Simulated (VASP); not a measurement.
# MgO (Fm-3m) in VASP: notebook

The runs below take MgO through G0W0 quasiparticle levels, band structure, with PBE, HSE06, PBE-EpsX.

All numbers are computed with VASP 6.6.1; they aren't measurements. Logs are shortened: lines on timing, memory, paths and dates and some standing lists are left out, and cuts for length are marked.

**What was measured.**

From “Electronic structure of alkaline earth and post-transition metal oxides”, 2009, arxiv:0908.1581, for a bulk crystal of MgO: band gap 7.83 eV.

The runs below are set against these values where they give the same quantity.

**1. The crystal as given**

It takes space group Fm-3m (No. 225, cubic). Conventional cell: a = 4.194 Å, b = 4.194 Å, c = 4.194 Å, α = 90.00°, β = 90.00°, γ = 90.00°. Mg (site symmetry m-3m) is surrounded by 6 O at 2.10 Å. Around O (site symmetry m-3m) lie 6 Mg at 2.10 Å.

The cell is a database's computed one.

**2. G0W0 quasiparticle levels, PBE**

POSCAR

```
MgO
1.0
    0.0000000000      2.0970013927      2.0970013927
    2.0970013927      0.0000000000      2.0970013927
    2.0970013927      2.0970013927      0.0000000000
Mg O
1 1
Direct
    0.0000000000      0.0000000000      0.0000000000
    0.5000000000      0.5000000000      0.5000000000
```

INCAR.step1

```
PREC = Accurate
ENCUT = 450
EDIFF = 1E-8
ISMEAR = 0
SIGMA = 0.01
LREAL = False
LASPH = True
NELM = 80
ALGO = Normal
LWAVE = True
LCHARG = False
GGA = PE
```

INCAR.step2

```
PREC = Accurate
ENCUT = 450
EDIFF = 1E-8
ISMEAR = 0
SIGMA = 0.01
LREAL = False
LASPH = True
NELM = 1
ALGO = Exact
LWAVE = True
LCHARG = False
GGA = PE
NBANDS = 159
LOPTICS = True
ISTART = 1
```

INCAR.step3

```
PREC = Accurate
ENCUT = 450
EDIFF = 1E-8
ISMEAR = 0
SIGMA = 0.01
LREAL = False
LASPH = True
ALGO = EVGW0
LWAVE = False
LCHARG = False
GGA = PE
NELMGW = 1
NBANDS = 159
ENCUTGW = 240
NOMEGA = 50
PRECFOCK = Fast
ISTART = 1
NBANDSGW = 12
```

KPOINTS

```
Automatic mesh
0
Gamma
  6 6 6
```

Potentials or basis: VASP PAW PBE potentials, release 64 (Mg_GW, O_GW).

Command:

```sh
$ cat potpaw_PBE.64/Mg_GW/POTCAR potpaw_PBE.64/O_GW/POTCAR > POTCAR
$ cp INCAR.step1 INCAR
$ mpirun -np 1 vasp_std > vasp.out
$ cp INCAR.step2 INCAR
$ mpirun -np 1 vasp_std > vasp.out
$ cp INCAR.step3 INCAR
$ mpirun -np 1 vasp_std > vasp.out
```

OUTCAR:

```text
PREC = Accurate
   ENCUT = 450
   EDIFF = 1E-8
   ISMEAR = 0
   LREAL = False
   LASPH = True
   GGA = PE
   NELMGW = 1
   ENCUTGW = 240
   PRECFOCK = Fast
   ISTART = 1

 ion  position               nearest neighbor table
   1  0.000  0.000  0.000-   2 2.10   2 2.10   2 2.10   2 2.10   2 2.10   2 2.10
   2  0.500  0.500  0.500-   1 2.10   1 2.10   1 2.10   1 2.10   1 2.10   1 2.10

  LATTYP: Found a face centered cubic cell.
 ALAT       =     4.1940027854

  Lattice vectors:

 A1 = (   0.0000000000,   2.0970013927,   2.0970013927)
 A2 = (   2.0970013927,   0.0000000000,   2.0970013927)
 A3 = (   2.0970013927,   2.0970013927,   0.0000000000)

Analysis of symmetry for initial positions (statically):
=====================================================================
 Subroutine PRICEL returns:
 Original cell was already a primitive cell.

 Routine SETGRP: Setting up the symmetry group for a
 face centered cubic supercell.

 Subroutine GETGRP returns: Found 48 space group operations
 (whereof 48 operations were pure point group operations)
 out of a pool of 48 trial point group operations.

The static configuration has the point symmetry O_h .

Analysis of symmetry for dynamics (positions and initial velocities):
=====================================================================
 Subroutine PRICEL returns:
 Original cell was already a primitive cell.

 Routine SETGRP: Setting up the symmetry group for a
 face centered cubic supercell.

 Subroutine GETGRP returns: Found 48 space group operations
 (whereof 48 operations were pure point group operations)
 out of a pool of 48 trial point group operations.

The dynamic configuration has the point symmetry O_h .

 Subroutine INISYM returns: Found 48 space group operations
 (whereof 48 operations are pure point group operations),
 and found     1 'primitive' translations

----------------------------------------------------------------------------------------

                                     Primitive cell

  volume of cell :      18.4428

  direct lattice vectors                    reciprocal lattice vectors
     0.000000000  2.097001393  2.097001393    -0.238435702  0.238435702  0.238435702
     2.097001393  0.000000000  2.097001393     0.238435702 -0.238435702  0.238435702
     2.097001393  2.097001393  0.000000000     0.238435702  0.238435702 -0.238435702

  length of vectors
     2.965607810  2.965607810  2.965607810     0.412982751  0.412982751  0.412982751

  position of ions in fractional coordinates (direct lattice)
     0.000000000  0.000000000  0.000000000
     0.500000000  0.500000000  0.500000000

  ion indices of the primitive-cell ions
   primitive index   ion index
                 1           1
                 2           2

----------------------------------------------------------------------------------------

 KPOINTS: Automatic mesh

Automatic generation of k-mesh.
 Grid dimensions read from file:
 generate k-points for:    6    6    6

 Generating k-lattice:

  Cartesian coordinates                     Fractional coordinates (reciprocal lattice)
    -0.039739284  0.039739284  0.039739284     0.166666667  0.000000000  0.000000000
     0.039739284 -0.039739284  0.039739284     0.000000000  0.166666667  0.000000000
     0.039739284  0.039739284 -0.039739284     0.000000000  0.000000000  0.166666667

  Length of vectors
     0.068830458  0.068830458  0.068830458

  Shift w.r.t. Gamma in fractional coordinates (k-lattice)
     0.000000000  0.000000000  0.000000000

 Subroutine IBZKPT returns following result:
 ===========================================

 Found     16 irreducible k-points:

 Following reciprocal coordinates:
            Coordinates               Weight
  0.000000  0.000000  0.000000      1.000000
  0.166667  0.000000  0.000000      8.000000
  0.333333  0.000000  0.000000      8.000000
  0.500000  0.000000  0.000000      4.000000
  0.166667  0.166667  0.000000      6.000000
  0.333333  0.166667  0.000000     24.000000
[... 8 lines left out ...]
 -0.333333  0.333333  0.166667     24.000000
 -0.333333  0.500000  0.166667     12.000000
   k-points           NKPTS =     16   k-points in BZ     NKDIM =    216   number of bands    NBANDS=    159
   number of dos      NEDOS =    301   number of ions     NIONS =      2
   total plane-waves  NPLWV =  13824
   dimension x,y,z NGX =    24 NGY =   24 NGZ =   24
   dimension x,y,z NGXF=    48 NGYF=   48 NGZF=   48
   ions per type =               1   1
   NGX,Y,Z   is equivalent  to a cutoff of  13.45, 13.45, 13.45 a.u.
   NGXF,Y,Z  is equivalent  to a cutoff of  26.91, 26.91, 26.91 a.u.
 SYSTEM =  unknown system
   PREC   = accura    normal or accurate (medium, high low for compatibility)
   ISTART =      1    job   : 0-new  1-cont  2-samecut
   ICHARG =      0    charge: 1-file 2-atom 10-const
   ISPIN  =      1    spin polarized calculation?
   LNONCOLLINEAR =      F non collinear calculations
   LSORBIT =      F    spin-orbit coupling
   LASPH  =      T    aspherical Exc in radial PAW
   ENCUT  =  450.0 eV  33.07 Ry    5.75 a.u.   5.13  5.13  5.13*2*pi/ulx,y,z
   NELM   =     60;   NELMIN=  2; NELMDL=  0     # of ELM steps
   EDIFF  = 0.1E-07   stopping-criterion for ELM
   LREAL  =      F    real-space projection
   EDIFFG = 0.1E-06   stopping-criterion for IOM
   NSW    =      0    number of steps for IOM
   IBRION =     -1    ionic relax: 0-MD 1-quasi-New 2-CG
   NFREE  =      0    steps in history (QN), initial steepest desc. (CG)
   ISIF   =      0    stress and relaxation
   ISYM   =      3    0-nonsym 1-usesym 2-fastsym
   POTIM  = 0.5000    time-step for ionic-motion
   TEBEG  =    0.0;   TEEND  =   0.0 temperature during run
   PSTRESS=    0.0 pullay stress
   NELECT =       8.0000    total number of electrons
   NUPDOWN=      -1.0000    fix difference up-down
   EMIN   =  10.00;   EMAX   =-10.00  energy-range for DOS
   EFERMI =   0.00;   METHOD = LEGACY
   ISMEAR =     0;   SIGMA  =   0.01  broadening in eV -4-tet -1-fermi 0-gaus
   EFERMI_NEDOS =   21; number of points for ismear=-14 and -15
   IALGO  =     38    algorithm
   IMIX   =      4    mixing-type and parameters
     AMIX     =   0.40;   BMIX     =  1.00
     AMIX_MAG =   1.60;   BMIX_MAG =  1.00
  volume/ion in A,a.u.               =       9.22        62.23
  Fermi-wavevector in a.u.,A,eV,Ry     =   1.239261  2.341864 20.895389  1.535768
  Thomas-Fermi vector in A             =   2.373752
   LORBIT       =      0    0 simple, 1 ext, 2 COOP (PROOUT), +10 PAW based schemes
   GGA     = PE    functional components
   LHFCALC =     T    Hartree Fock is set to
   PRECFOCK=fast      Normal, Fast or Accurate (Low or Medium for compatibility)
   ENCUT4O =  -1.0   cutoff for four orbital integrals eV
   NKREDX  =     1    reduce k-point grid by
   NKREDY  =     1    reduce k-point grid by
   NKREDZ  =     1    reduce k-point grid by
   AEXX    =    1.0000 exact exchange contribution
   HFSCREEN=    0.0000 screening length (either q_TF or 0.3 A-1)
   HFSCREENC=   0.0000 screening length for correlation (either q_TF or 0.3 A-1)
   ENCUTFOCK=  -1.0 apply spherical cutoff to Coloumb kernel
   IVDW    =     0    specifies the selected vdW correction
   LEPSILON=     F    determine dielectric tensor
   LRPA    =     F    only Hartree local field effects (RPA)
   LRPAFORCE           =     F    calculate RPA forces
   ENCUTGW             = 240.0    cutoff for response function in eV
   ENCUTGWSOFT         = 192.0    soft cutoff for Coulomb kernel in GW response function in eV
   ENCUTLF             =  -1.0    cutoff for local field effects
   NELMGW              =     1    number of iterations in solving QP/BSE equation
   NELMHF              =     1    number of iterations in the inner HF iteration
   NKREDLFX            =     1    NKREDLFY  =   1   NKREDLFZ  =   1
 non-spin polarized calculation
 Gauss-broadening in eV      SIGMA  =   0.01
  energy-cutoff  :      450.00
  volume of cell :       18.44
 maximum number of plane-waves:       411
 NGX is ok and might be reduce to    24
  NGX = 12; NGY = 12; NGZ = 12
   NGX = 11   NGY = 11   NGZ = 11
 maximum number of plane-waves:       169

 QP shifts <psi_nk| G(iteration)W_0 |psi_nk>: iteration 1
 for sc-GW calculations column KS-energies equals QP-energies in previous step
 and V_xc(KS)=  KS-energies - (<T + V_ion + V_H > + <T+V_H+V_ion>^1  + <V_x>^1)

 k-point   1 :       0.0000    0.0000    0.0000
  band No.  KS-energies  QP-energies   sigma(KS)   V_xc(KS)     V^pw_x(r,r')   Z            occupation Imag(sigma)

      1     -14.0523     -16.4029     -21.5537     -18.1166     -29.9151       0.6839       2.0000       1.1107
      2       3.2820       1.7452     -21.7212     -19.7599     -25.2682       0.7835       2.0000       0.0631
      3       3.2820       1.7452     -21.7212     -19.7599     -25.2682       0.7835       2.0000       0.0631
      4       3.2820       1.7452     -21.7212     -19.7599     -25.2682       0.7835       2.0000       0.0631
      5       8.1337       9.3130     -10.8520     -12.2583      -7.4751       0.8386       0.0000      -0.0771
      6      19.1621      20.3735      -7.6349      -9.0920      -3.1089       0.8314       0.0000      -0.1133
      7      19.1621      20.3735      -7.6349      -9.0920      -3.1089       0.8314       0.0000      -0.1133
      8      19.1621      20.3735      -7.6349      -9.0920      -3.1089       0.8314       0.0000      -0.1133
      9      23.1115      23.5506      -7.3933      -7.9638      -1.6944       0.7695       0.0000      -0.4538
     10      24.9015      26.3781      -8.1163      -9.9064      -3.2777       0.8249       0.0000      -0.1770
     11      24.9015      26.3781      -8.1163      -9.9064      -3.2777       0.8249       0.0000      -0.1770
     12      27.5745      29.0450      -7.6686      -9.5159      -1.8768       0.7960       0.0000      -0.4783

 k-point   2 :       0.1667    0.0000    0.0000
  band No.  KS-energies  QP-energies   sigma(KS)   V_xc(KS)     V^pw_x(r,r')   Z            occupation Imag(sigma)

      1     -13.7620     -16.1383     -21.8138     -18.3702     -30.1200       0.6901       2.0000       1.0887
      2       1.7641       0.0734     -19.8344     -17.6695     -23.3445       0.7810       2.0000       0.0645
      3       3.1064       1.5405     -21.5580     -19.5576     -25.1336       0.7828       2.0000       0.0638
      4       3.1064       1.5405     -21.5580     -19.5576     -25.1336       0.7828       2.0000       0.0638
      5       9.5558      10.8361     -11.8629     -13.4060      -8.4571       0.8297       0.0000      -0.0742
      6      16.8249      18.0039      -8.2966      -9.7241      -3.8058       0.8260       0.0000      -0.1087
      7      19.7424      20.9875      -7.8196      -9.3287      -3.1945       0.8251       0.0000      -0.1237
      8      19.7424      20.9875      -7.8196      -9.3287      -3.1945       0.8251       0.0000      -0.1237
      9      23.5882      25.0343      -7.8028      -9.5728      -2.8985       0.8170       0.0000      -0.1826
     10      23.5882      25.0343      -7.8028      -9.5728      -2.8985       0.8170       0.0000      -0.1826
     11      25.6826      26.6998      -7.7147      -8.9819      -1.9667       0.8028       0.0000      -0.5823
     12      28.6419      29.7676      -7.1868      -8.5094      -1.5382       0.8511       0.0000      -0.8139
[... 196 lines left out ...]
      1     -12.5001     -14.9570     -23.1680     -19.7656     -31.3197       0.7221       2.0000       1.0357
      2      -0.3498      -2.3213     -18.1796     -15.6087     -22.0489       0.7669       2.0000       0.0889
      3       0.7809      -1.0952     -19.0943     -16.6692     -22.8337       0.7736       2.0000       0.0754
      4       1.9976       0.2728     -20.4400     -18.2195     -24.1288       0.7767       2.0000       0.0683
      5      13.9440      15.3257     -10.5662     -12.2524      -6.3916       0.8194       0.0000      -0.0903
      6      15.3369      16.9362     -11.7357     -13.7203      -7.3095       0.8059       0.0000      -0.0989
      7      16.1513      17.7024      -8.8241     -10.6939      -4.5238       0.8295       0.0000      -0.0907
      8      19.9000      21.3692      -8.9501     -10.7769      -3.9581       0.8043       0.0000      -0.1671
      9      24.1946      25.4494      -8.1641      -9.7182      -2.8522       0.8074       0.0000      -0.3362
     10      25.4236      26.7239      -8.6367     -10.2746      -2.9729       0.7939       0.0000      -0.4213
     11      31.1993      32.9965      -9.1534     -11.2895      -3.4874       0.8414       0.0000      -0.7168
     12      31.8191      33.2659      -7.7884      -9.5292      -2.0259       0.8312       0.0000      -0.7981

 k-point  16 :      -0.3333    0.5000    0.1667
  band No.  KS-energies  QP-energies   sigma(KS)   V_xc(KS)     V^pw_x(r,r')   Z            occupation Imag(sigma)

      1     -12.4295     -14.8847     -23.2477     -19.8598     -31.3989       0.7247       2.0000       1.0358
      2      -0.3232      -2.3186     -18.2563     -15.6550     -22.1435       0.7671       2.0000       0.0868
      3       1.0108      -0.8503     -19.3380     -16.9362     -23.0673       0.7749       2.0000       0.0733
      4       1.5930      -0.1787     -19.9902     -17.7085     -23.6970       0.7765       2.0000       0.0707
      5      13.8906      15.1303      -9.5070     -10.9983      -5.4027       0.8313       0.0000      -0.0862
      6      14.8398      16.3698      -8.9264     -10.7603      -4.7778       0.8343       0.0000      -0.0849
      7      15.8739      17.5175     -12.1575     -14.2367      -7.5597       0.7905       0.0000      -0.1072
      8      19.9146      21.4167      -9.2522     -11.1243      -4.1745       0.8023       0.0000      -0.1839
      9      23.5926      25.0537      -9.5053     -11.3756      -3.8331       0.7812       0.0000      -0.3272
     10      28.0737      29.2787      -8.0336      -9.5198      -2.3705       0.8108       0.0000      -0.5770
     11      29.6702      31.5027      -9.0048     -11.1534      -3.5831       0.8529       0.0000      -0.6307
     12      31.8451      33.6956      -9.6882     -11.8715      -3.7492       0.8476       0.0000      -0.8270
```

Wall time 2.3 min (1 thread of Intel Xeon 6975P-C (Granite Rapids), shared host); peak memory 0.49 GiB.

What came out:

| Quantity | Value |
| --- | --- |
| Band gap on the k mesh, mean-field level | 4.85 eV, direct |
| Quasiparticle gap | 7.57 eV |
| Least direct quasiparticle gap | 7.57 eV |

Caveat: the k mesh is coarse (spacing up to 0.43 Å⁻¹), so the values aren't converged; bands, screening cutoff and mesh are small and nothing is extrapolated, so the quasiparticle values aren't converged.

[end of part 1 of 2]
